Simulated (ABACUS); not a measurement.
# Si2W (I4/mmm) in ABACUS: notebook

The runs below take Si2W through single point, with PBEsol, RPBE.

All numbers are computed with ABACUS 3.10.1; they aren't measurements. Logs are shortened: lines on timing, memory, paths and dates and some standing lists are left out, and cuts for length are marked.

### Step 1. The crystal as given

Symmetry: I4/mmm, No. 139, tetragonal system. Conventional cell: a = 3.214 Å, b = 3.214 Å, c = 7.830 Å, α = 90.00°, β = 90.00°, γ = 90.00°. W (site symmetry 4/mmm) is surrounded by 10 Si at 2.62 Å. Around Si (site symmetry 4mm) lie 5 Si at 2.59 to 2.63 Å and 5 W at 2.62 Å.

### Step 2. Single point, PBEsol

File INPUT:

```
INPUT_PARAMETERS
suffix              Si2W
calculation         scf
basis_type          pw
pseudo_dir          ./
symmetry            1
dft_functional      pbesol
ecutwfc             74
pseudo_rcut         7
nspin               1
nbands              22
ks_solver           dav
smearing_method     fd
smearing_sigma      0.00367493
scf_thr             1e-08
scf_nmax            100
mixing_type         broyden
mixing_beta         0.7
cal_force           1
cal_stress          1
kpar                4
```

File STRU:

```
ATOMIC_SPECIES
W 183.8400 W_ONCV_PBE-1.2.upf
Si 28.0850 Si_ONCV_PBE-1.2.upf

LATTICE_CONSTANT
1.8897261246

LATTICE_VECTORS
-1.6069000000 1.6069000000 3.9149500000
1.6069000000 -1.6069000000 3.9149500000
1.6069000000 1.6069000000 -3.9149500000

ATOMIC_POSITIONS
Direct

W
0.0
1
0.0000000000 0.0000000000 0.0000000000 1 1 1

Si
0.0
2
0.6653000000 0.6653000000 0.0000000000 1 1 1
0.3347000000 0.3347000000 0.0000000000 1 1 1
```

File KPT:

```
K_POINTS
0
Gamma
12 12 12 0 0 0
```

Potentials or basis: SG15 ONCV 1.2 PBE, plane waves.

The run is started by

```console
> OMP_NUM_THREADS=1 mpirun -np 4 abacus > log
```

running log:

```text
ABACUS v3.10.1

               Atomic-orbital Based Ab-initio Computation at UStc

 ------------------------------------------------------------------------------------

 READING GENERAL INFORMATION
                           global_out_dir = OUT.Si2W/
                           global_in_card = INPUT
                               pseudo_dir = ./
                              orbital_dir =
                                    DSIZE = 4
                                    GSIZE = 1

 READING UNITCELL INFORMATION
                                    ntype = 2
                  lattice constant (Bohr) = 1.88973
              lattice constant (Angstrom) = 1

 READING ATOM TYPE 1
                               atom label = W
                      L=0, number of zeta = 1
                      L=1, number of zeta = 1
                      L=2, number of zeta = 1
             number of atom for this type = 1

 READING ATOM TYPE 2
                               atom label = Si
                      L=0, number of zeta = 1
                      L=1, number of zeta = 1
                      L=2, number of zeta = 1
             number of atom for this type = 2

                        TOTAL ATOM NUMBER = 3
DIRECT COORDINATES
    atom                   x                   y                   z     mag                  vx                  vy                  vz
taud_W1            0.0000000000        0.0000000000        0.0000000000  0.0000        0.0000000000        0.0000000000        0.0000000000
taud_Si1            0.6653000000        0.6653000000        0.0000000000  0.0000        0.0000000000        0.0000000000        0.0000000000
taud_Si2            0.3347000000        0.3347000000        0.0000000000  0.0000        0.0000000000        0.0000000000        0.0000000000

                          Volume (Bohr^3) = 272.873
                             Volume (A^3) = 40.4356

 Lattice vectors: (Cartesian coordinate: in unit of a_0)
              -1.6069             +1.6069            +3.91495
              +1.6069             -1.6069            +3.91495
              +1.6069             +1.6069            -3.91495
 Reciprocal vectors: (Cartesian coordinate: in unit of 2 pi/a_0)
                   +0           +0.311158           +0.127716
            +0.311158                  +0           +0.127716
            +0.311158           +0.311158                  +0
 The esolver type has been set to : ksdft_pw

                PAO radial cut off (Bohr) = 7

 Read in pseudopotential file is W_ONCV_PBE-1.2.upf
                     pseudopotential type = NC
          exchange-correlation functional = PBE
                 nonlocal core correction = 0
                        valence electrons = 28
                                     lmax = 3
                           number of zeta = 0
                     number of projectors = 8
                           L of projector = 0
                           L of projector = 0
                           L of projector = 1
                           L of projector = 1
                           L of projector = 2
                           L of projector = 2
                           L of projector = 3
                           L of projector = 3
 XC functional updated to : pbesol
          exchange-correlation functional = PBESOL
                PAO radial cut off (Bohr) = 7

 Read in pseudopotential file is Si_ONCV_PBE-1.2.upf
                     pseudopotential type = NC
          exchange-correlation functional = PBE
                 nonlocal core correction = 0
                        valence electrons = 4
                                     lmax = 1
                           number of zeta = 0
                     number of projectors = 4
                           L of projector = 0
                           L of projector = 0
                           L of projector = 1
                           L of projector = 1
 XC functional updated to : pbesol
          exchange-correlation functional = PBESOL
     initial pseudo atomic orbital number = 0

 SETUP THE ELECTRONS NUMBER
             electron number of element W = 28
       total electron number of element W = 28
            electron number of element Si = 4
      total electron number of element Si = 8
            AUTOSET number of electrons:  = 36
                           occupied bands = 18
                                   NBANDS = 22
                                   NLOCAL = 27

%%%%%%%%%%%%%%%%%%%%%%%%%%%%%%%%%%%%%%%%%%%%%%%%%%%%%%%%%%%%%%%%%%%%%%%%%%%%%%%%%%%%%%%%%%%%%%%%%%%%%%%%%%
 Warning: the number of valence electrons in pseudopotential > 6 for W: [Xe] 4f14 5d4 6s2
 Pseudopotentials with additional electrons can yield (more) accurate outcomes, but may be less efficient.
 If you're confident that your chosen pseudopotential is appropriate, you can safely ignore this warning.
%%%%%%%%%%%%%%%%%%%%%%%%%%%%%%%%%%%%%%%%%%%%%%%%%%%%%%%%%%%%%%%%%%%%%%%%%%%%%%%%%%%%%%%%%%%%%%%%%%%%%%%%%%

 SETUP THE PLANE WAVE BASIS
 energy cutoff for charge/potential (unit:Ry) = 296
            fft grid for charge/potential = [ 48, 48, 48 ]
[... 47 lines left out ...]
                                C/A RATIO = 2.43634
Original cell was already a primitive cell.
                        ROTATION MATRICES = 16
              PURE POINT GROUP OPERATIONS = 16
                   SPACE GROUP OPERATIONS = 16
                              POINT GROUP = D_4h
               POINT GROUP IN SPACE GROUP = D_4h

 SETUP K-POINTS
                                    nspin = 1
                   Input type of k points = Monkhorst-Pack(Gamma)
                                   nkstot = 1728
                       right hand lattice = 1
(for reciprocal lattice: )
                             BRAVAIS TYPE = 6
                     BRAVAIS LATTICE NAME = 06. Tetrogonal I (body-centered)
                                    ibrav = 6
                       right hand lattice = 1
(for k-lattice: )
                             BRAVAIS TYPE = 6
                     BRAVAIS LATTICE NAME = 06. Tetrogonal I (body-centered)
                                    ibrav = 6
                       right hand lattice = 1
                        ROTATION MATRICES = 16
                               nkstot_ibz = 163
K-POINTS REDUCTION ACCORDING TO SYMMETRY
     IBZ    DIRECT_X    DIRECT_Y    DIRECT_Z  WEIGHT  ibz2bz
       1  0.00000000  0.00000000  0.00000000  0.0006       0
       2 -0.08333333  0.00000000  0.08333333  0.0046       1
       3 -0.16666667  0.00000000  0.16666667  0.0046       2
       4 -0.25000000  0.00000000  0.25000000  0.0046       3
       5 -0.33333333  0.00000000  0.33333333  0.0046       4
       6 -0.41666667  0.00000000  0.41666667  0.0046       5
[... 22 lines left out ...]
      29  0.33333333  0.25000000  0.41666667  0.0093      40
      30  0.41666667  0.25000000  0.33333333  0.0093      41
[... 133 further k points ...]

                               nkstot now = 163
[... K-POINTS DIRECT COORDINATES: 163 rows ...]

           k-point number in this process = 41
       minimum distributed K point number = 40
[... stars of the k points ...]

[... K-POINTS CARTESIAN COORDINATES: 41 rows ...]

[... K-POINTS DIRECT COORDINATES: 41 rows ...]

 SETUP PLANE WAVES FOR WAVE FUNCTIONS
     energy cutoff for wavefunc (unit:Ry) = 74
              fft grid for wave functions = [ 48, 48, 48 ]
                    number of plane waves = 4311
                         number of sticks = 483

 PARALLEL PW FOR WAVE FUNCTIONS
     PROC   COLUMNS(POT)             PW
        1            483           4311
 --------------- sum -------------------
        1            483           4311

 SETUP NONLOCAL PSEUDOPOTENTIALS IN PLANE WAVE BASIS
 W non-local projectors:
 projector 1 L=0
 projector 2 L=0
 projector 3 L=1
 projector 4 L=1
 projector 5 L=2
 projector 6 L=2
 projector 7 L=3
 projector 8 L=3
 Si non-local projectors:
 projector 1 L=0
 projector 2 L=0
 projector 3 L=1
 projector 4 L=1
      TOTAL NUMBER OF NONLOCAL PROJECTORS = 48

 Init Non-Local PseudoPotential table :
 Init Non-Local-Pseudopotential done.

                                     npwx = 2959

 -------------------------------------------
 SELF-CONSISTENT
 -------------------------------------------
                                 init_chg = atomic

 PW ALGORITHM --------------- ION=   1  ELEC=   1--------------------------------
 Notice: Threshold on eigenvalues was too large.
 hsover_error=0.36 > DRHO=0.106138
 Origin diag ethr = 0.01
 New diag ethr = 0.000294826

 Density error is 0.0826357551656
                          Error Threshold = 0.000294826424379
----------------------------------------------------------
     Energy           Rydberg                 eV
----------------------------------------------------------
 E_KohnSham     -559.3794697851      -7610.7481332963
 E_Harris       -564.5452845488      -7681.0326488956
 E_Fermi        1.6200302342         22.0416421171
----------------------------------------------------------
[... 63 lines left out ...]
 Density error is 7.30954994586e-09
                          Error Threshold = 1.70721505873e-10
----------------------------------------------------------
     Energy           Rydberg                 eV
----------------------------------------------------------
 E_KohnSham     -559.4028905342      -7611.0667889357
 E_KS(sigma->0) -559.4028195724      -7611.0658234511
 E_Harris       -559.4037879308      -7611.0789986424
 E_band         -4.1482777486        -56.4402142678
 E_one_elec     -275.9827646474      -3754.9381489974
 E_Hartree      166.9315376093       2271.2200873872
 E_xc           -47.3563525475       -644.3162311430
 E_Ewald        -402.9951690250      -5483.0305652134
 E_entropy(-TS) -0.0001419236        -0.0019309692
 E_descf        0.0000000000         0.0000000000
 E_exx          0.0000000000         0.0000000000
 E_Fermi        1.6001708659         21.7714415500
----------------------------------------------------------

 charge density convergence is achieved
 final etot is -7611.0667889 eV
 EFERMI = 21.77144155 eV

 STATE ENERGY(eV) AND OCCUPATIONS    NSPIN == 1
 1/41 kpoint (Cartesian) = 0.0000 0.0000 0.0000 (2945 pws)
       1       -52.1965     0.00115741
       2       -16.3400     0.00115741
       3       -16.3235     0.00115741
       4       -16.3235     0.00115741
       5       -6.22278     0.00115741
       6       -6.22278     0.00115741
[... 134 lines left out ...]
      21        25.1005    1.12306e-31
      22        26.3103    3.48573e-42

[... levels at 35 further k points ...]

------------------------------------------------------------------------------------------
 TOTAL-FORCE (eV/Angstrom)
------------------------------------------------------------------------------------------
                        W1         0.0000000000         0.0000000000         0.0000000000
                       Si1         0.0000000000         0.0000000000         0.0246348984
                       Si2         0.0000000000         0.0000000000        -0.0246348984
------------------------------------------------------------------------------------------

----------------------------------------------------------------
 TOTAL-STRESS (KBAR)
----------------------------------------------------------------
        -8.0103816408         0.0000000000        -0.0000000000
         0.0000000000        -8.0103816408         0.0000000000
         0.0000000000         0.0000000000         1.4460642855
----------------------------------------------------------------
 TOTAL-PRESSURE: -4.858233 KBAR

 --------------------------------------------
 !FINAL_ETOT_IS -7611.0667889357391687 eV
 --------------------------------------------
```

Run time: 86 s. Hardware: 4 MPI ranks of Intel Xeon Platinum 8259CL at 2.50GHz (Skylake/Cascade Lake), shared host; peak memory 0.56 GiB.

What came out:

| Quantity | Value |
| --- | --- |
| Free energy | -7611.0668 eV |
| Pressure | -0.5 GPa |
| Largest force | 0.025 eV/Å |
| Band gap on the k mesh | none (metal or under the smearing width) |

Forces on the atoms (eV/Å):
```
W    0.000  0.000  0.000
Si   0.000  0.000  0.025
Si   0.000  0.000 -0.025
```

Levels at points of the mesh, in eV from the Fermi level:
```
           k point  band 14  band 15  band 16  band 17  band 18  band 19  band 20  band 21  band 22
(0.00, 0.00, 0.00)    -3.74    -3.42    -2.85    -2.85     0.60     2.73     2.84     3.05     3.05
(0.50, 0.00, 0.50)    -5.81    -4.86    -2.81    -2.81    -0.46     2.64     2.80     3.92     4.41
(0.50, 0.50, 0.00)    -6.02    -5.48    -5.05    -3.28    -1.81     2.79     2.91     3.07     3.90
(0.50, 0.50, 0.50)    -3.94    -2.64    -0.83    -0.83    -0.52    -0.52     0.78     4.52     4.86
```

Caveat: the potentials were made for another functional, which shifts forces and pressure. Spin-orbit coupling is left out, which matters for the levels of W.

### Step 3. Single point, RPBE

INPUT, as its differences from that of step 2:

```diff
@@ -6,3 +6,3 @@
 symmetry            1
-dft_functional      pbesol
+dft_functional      GGA_X_RPBE+GGA_C_PBE
 ecutwfc             74
@@ -20,2 +20,4 @@
 cal_stress          1
-kpar                4
+out_chg             1
+out_pot             2
+out_elf             1
```

STRU is that of step 2.

KPT is that of step 2.

Potentials or basis: SG15 ONCV 1.2 PBE, plane waves.

The run is started by

```console
> OMP_NUM_THREADS=1 mpirun -np 4 abacus > log
```

Run time: 1.8 min. Hardware: 4 MPI ranks of Intel Xeon Platinum 8259CL at 2.50GHz (Skylake/Cascade Lake), shared host; peak memory 0.44 GiB.

Results (log left out):

- Free energy: -7618.1366 eV
- Pressure: 7.5 GPa
- Largest force: 0.179 eV/Å
- Band gap on the k mesh: none (metal or under the smearing width)

Forces on the atoms (eV/Å):
```
W    0.000  0.000  0.000
Si   0.000  0.000  0.179
Si   0.000  0.000 -0.179
```

Stress tensor (GPa, compression positive):
```
7.14 0.00 0.00
0.00 7.14 0.00
0.00 0.00 8.20
```

Levels at points of the mesh, in eV from the Fermi level:
```tsv
k point	band 16	band 17	band 18	band 19	band 20	band 21
(0.00, 0.00, 0.00)	-2.84	-2.84	0.61	2.69	2.86	3.02
(0.50, 0.00, 0.50)	-2.80	-2.77	-0.44	2.64	2.75	3.88
(0.50, 0.50, 0.00)	-5.01	-3.25	-1.81	2.75	2.89	3.08
(0.50, 0.50, 0.50)	-0.87	-0.87	-0.50	-0.50	0.79	4.46
```

Caveat: the potentials were made for another functional, which shifts forces and pressure.
